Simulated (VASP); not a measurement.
Output of a VASP run:

OUTCAR:
```
 ion  position               nearest neighbor table
   1  0.000  0.000  0.000-
   2  0.500  0.500  0.500-
  LATTYP: Found a simple cubic cell.
 ALAT       =     4.1522984955
 Subroutine PRICEL returns:
 Original cell was already a primitive cell.
 Subroutine GETGRP returns: Found 48 space group operations
The static configuration has the point symmetry O_h .
The dynamic configuration has the point symmetry O_h .
 Subroutine INISYM returns: Found 48 space group operations
 Subroutine IBZKPT returns following result:
 Found     20 irreducible k-points:

 Following reciprocal coordinates:
            Coordinates               Weight
  0.000000  0.000000  0.000000      1.000000
  0.142857  0.000000  0.000000      6.000000
  0.285714  0.000000  0.000000      6.000000
  0.428571  0.000000  0.000000      6.000000
  0.142857  0.142857  0.000000     12.000000
  0.285714  0.142857  0.000000     24.000000
  0.428571  0.142857  0.000000     24.000000
  0.285714  0.285714  0.000000     12.000000
  0.428571  0.285714  0.000000     24.000000
  0.428571  0.428571  0.000000     12.000000
  0.142857  0.142857  0.142857      8.000000
  0.285714  0.142857  0.142857     24.000000
  0.428571  0.142857  0.142857     24.000000
  0.285714  0.285714  0.142857     24.000000
  0.428571  0.285714  0.142857     48.000000
  0.428571  0.428571  0.142857     24.000000
  0.285714  0.285714  0.285714      8.000000
  0.428571  0.285714  0.285714     24.000000
  0.428571  0.428571  0.285714     24.000000
  0.428571  0.428571  0.428571      8.000000
   k-points           NKPTS =     20   k-points in BZ     NKDIM =     20   number of bands    NBANDS=     12
   number of dos      NEDOS =    301   number of ions     NIONS =      2
   total plane-waves  NPLWV =  32768
   dimension x,y,z NGX =    32 NGY =   32 NGZ =   32
   dimension x,y,z NGXF=    64 NGYF=   64 NGZF=   64
   ions per type =               1   1
   PREC   = accura    normal or accurate (medium, high low for compatibility)
   ISTART =      0    job   : 0-new  1-cont  2-samecut
   ICHARG =      2    charge: 1-file 2-atom 10-const
   ISPIN  =      1    spin polarized calculation?
   LNONCOLLINEAR =      F non collinear calculations
   LSORBIT =      F    spin-orbit coupling
   INIWAV =      1    electr: 0-lowe 1-rand  2-diag
   ENCUT  =  520.0 eV  38.22 Ry    6.18 a.u.   7.72  7.72  7.72*2*pi/ulx,y,z
   NELM   =    100;   NELMIN=  2; NELMDL= -5     # of ELM steps
   EDIFF  = 0.1E-06   stopping-criterion for ELM
   LREAL  =      F    real-space projection
   NLSPLINE    = F    spline interpolate recip. space projectors
   LMAXMIX     =    4 max onsite mixed and CHGCAR
   VOSKOWN=      0    Vosko Wilk Nusair interpolation
   EDIFFG = 0.1E-05   stopping-criterion for IOM
   NSW    =      0    number of steps for IOM
   NBLOCK =      1;   KBLOCK =      1    inner block; outer block
   IBRION =     -1    ionic relax: 0-MD 1-quasi-New 2-CG
   NFREE  =      0    steps in history (QN), initial steepest desc. (CG)
   ISIF   =      2    stress and relaxation
   ISYM   =      2    0-nonsym 1-usesym 2-fastsym
   TEIN   =    0.0    initial temperature
   TEBEG  =    0.0;   TEEND  =   0.0 temperature during run
   SMASS  =  -3.00    Nose mass-parameter (am)
   PSTRESS=    0.0 pullay stress
   NELECT =      16.0000    total number of electrons
   EFERMI =   0.00;   METHOD = LEGACY
   ISMEAR =     0;   SIGMA  =   0.05  broadening in eV -4-tet -1-fermi 0-gaus
   IALGO  =     38    algorithm
   LDIAG  =      T    sub-space diagonalisation (order eigenvalues)
   IMIX   =      4    mixing-type and parameters
     AMIX     =   0.40;   BMIX     =  1.00
     AMIX_MAG =   1.60;   BMIX_MAG =  1.00
     AMIN     =   0.10
   GGA     = PE    functional components
   VOSKOWN =     0    Vosko Wilk Nusair interpolation
   LHFCALC =     F    Hartree Fock is set to
   LHFONE  =     F    Hartree Fock one center treatment
...
```

File OSZICAR:
```
       N       E                     dE             d eps       ncg     rms          rms(c)
DAV:   1     0.981324734528E+02    0.98132E+02   -0.68984E+03   480   0.115E+03
DAV:   2     0.200425133111E+00   -0.97932E+02   -0.92369E+02   728   0.186E+02
DAV:   3    -0.688230659087E+01   -0.70827E+01   -0.70590E+01   604   0.591E+01
DAV:   4    -0.695632689525E+01   -0.74020E-01   -0.73989E-01   552   0.730E+00
DAV:   5    -0.695739913390E+01   -0.10722E-02   -0.10722E-02   612   0.877E-01    0.233E+00
DAV:   6    -0.657965186067E+01    0.37775E+00   -0.64831E-01   556   0.458E+00    0.179E+00
DAV:   7    -0.653384842208E+01    0.45803E-01   -0.20593E-01   616   0.255E+00    0.106E+00
DAV:   8    -0.653463314038E+01   -0.78472E-03   -0.16138E-02   572   0.955E-01    0.140E-01
DAV:   9    -0.653504105412E+01   -0.40791E-03   -0.37697E-03   596   0.395E-01    0.120E-01
DAV:  10    -0.653516360702E+01   -0.12255E-03   -0.31429E-04   572   0.146E-01    0.187E-02
DAV:  11    -0.653518006247E+01   -0.16455E-04   -0.40887E-05   592   0.457E-02    0.631E-03
DAV:  12    -0.653517976720E+01    0.29526E-06   -0.10942E-05   588   0.209E-02    0.339E-03
DAV:  13    -0.653517956826E+01    0.19894E-06   -0.43199E-07   588   0.495E-03    0.129E-03
DAV:  14    -0.653517961048E+01   -0.42223E-07   -0.25999E-07   556   0.293E-03
   1 F= -.68278639E+01 E0= -.68278639E+01  d E =-.106267E-15
```

File OUTCAR:
```
------------------------ aborting loop because EDIFF is reached ----------------------------------------
  Edisp (eV):   -0.29268
  FORCE on cell =-STRESS in cart. coord.  units (eV):
  Direction    XX          YY          ZZ          XY          YZ          ZX
  --------------------------------------------------------------------------------------
  Total       0.01068     0.01068     0.01068    -0.00000    -0.00000    -0.00000
  in kB       0.23910     0.23910     0.23910    -0.00000    -0.00000    -0.00000
  external pressure =        0.24 kB  Pullay stress =        0.00 kB
  volume of cell :       71.59
      direct lattice vectors                 reciprocal lattice vectors
     4.152298496  0.000000000  0.000000000     0.240830470  0.000000000  0.000000000
     0.000000000  4.152298496  0.000000000     0.000000000  0.240830470  0.000000000
     0.000000000  0.000000000  4.152298496     0.000000000  0.000000000  0.240830470
 POSITION                                       TOTAL-FORCE (eV/Angst)
 -----------------------------------------------------------------------------------
      0.00000      0.00000      0.00000         0.000000      0.000000      0.000000
      2.07615      2.07615      2.07615         0.000000      0.000000      0.000000
 -----------------------------------------------------------------------------------
    total drift:                                0.000000      0.000000     -0.000000
  FREE ENERGIE OF THE ION-ELECTRON SYSTEM (eV)
  ---------------------------------------------------
  free  energy   TOTEN  =        -6.8278639453 eV

  energy  without entropy=       -6.8278639453  energy(sigma->0) =       -6.82786395
```
(Selected blocks of OUTCAR.)

POSCAR:
```
CsCl
1
    4.1522984955     0.0000000000     0.0000000000
    0.0000000000     4.1522984955     0.0000000000
    0.0000000000     0.0000000000     4.1522984955
Cs Cl
1 1
Direct
  0.0000000000   0.0000000000   0.0000000000
  0.5000000000   0.5000000000   0.5000000000
```

**Question.** Reconstruct the remaining input files.

**Answer.** One answer among several that fit: the input of the run itself, PBE GGA with D4 dispersion, plane waves, VASP's PBE PAW potentials (set 64).

File KPOINTS:
```
K-points
0
Gamma
 7 7 7
0 0 0
```

**INCAR**
```
! general
SYSTEM  = CsCl
PREC    = Accurate
ENCUT   = 520
LREAL   = .FALSE.
LASPH   = .TRUE.

! electronic loop
EDIFF   = 1E-7
NELM    = 100
ALGO    = Normal
LMAXMIX = 4

! smearing
ISMEAR  = 0
SIGMA   = 0.05

! functional
GGA     = PE
IVDW    = 13

! ions
ISIF    = 2

! output
LWAVE   = .FALSE.
LCHARG  = .FALSE.
```

POTCAR, in this order: Cs_sv Cl (PBE.64 set). Program: vasp_std.

The compound is CsCl in the CsCl type structure. It was relaxed first.
